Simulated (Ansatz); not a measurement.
The calculation used Ansatz, DFT PBE, scalar-relativistic, plane waves, PAW. Settings: cutoff 420 eV, Γ-centred meshes spaced at most about 0.3 Å⁻¹, and about 0.25 Å⁻¹ or finer for metals (2π included), Gaussian smearing. No spin polarisation.

Temperature and zero-point effects are left out.

Question: Order these relaxed structures of HfC4 by energy, lowest first, with the energy over the lowest of them.
1. Space group Pmmm (No. 47), orthorhombic, a = 4.317 Å, b = 4.493 Å, c = 5.040 Å. Hf on its first site is surrounded by 4 C at 2.36 Å; Hf on its second site has 12 C at 2.67 Å; around C on a site of symmetry m lie 3 C at 1.44–1.46 Å, 6 C at 2.49–2.54 Å and 2 Hf at 2.67 Å; C on a site of symmetry 2mm is surrounded by 3 C at 1.46 Å and 2 Hf at 2.36 Å; 1 more site not described.
2. Space group P-3m1 (No. 164), trigonal, a = 4.321 Å, c = 10.232 Å. Hf on a site of symmetry -3m is surrounded by 12 C at 2.49 Å; Hf on a site of symmetry 3m has 6 C at 2.49 Å; C has 3 C at 1.44–1.45 Å, 6 C at 2.49–2.50 Å and 2 Hf at 2.49 Å.

Answer: 1 (0 meV/atom), 2 (33 meV/atom). Counting C atoms around Hf (those within 1.25 times the shortest such distance or 1.15 times the sum of covalent radii; a slash parts the counts of unlike sites): cell 1 has Hf 4/12; cell 2 has Hf 6/12. Cell 1 and cell 2 both hold C–C nets. Both come from invented guesses. Even the lowest of the cells shown lies +0.31 eV/atom against the elements.

These runs have no spin–orbit coupling, which can matter for Hf. Cells relaxed within their symmetry can be saddle points. Some candidate types were left out of the draw beforehand, so a known form may be missing.
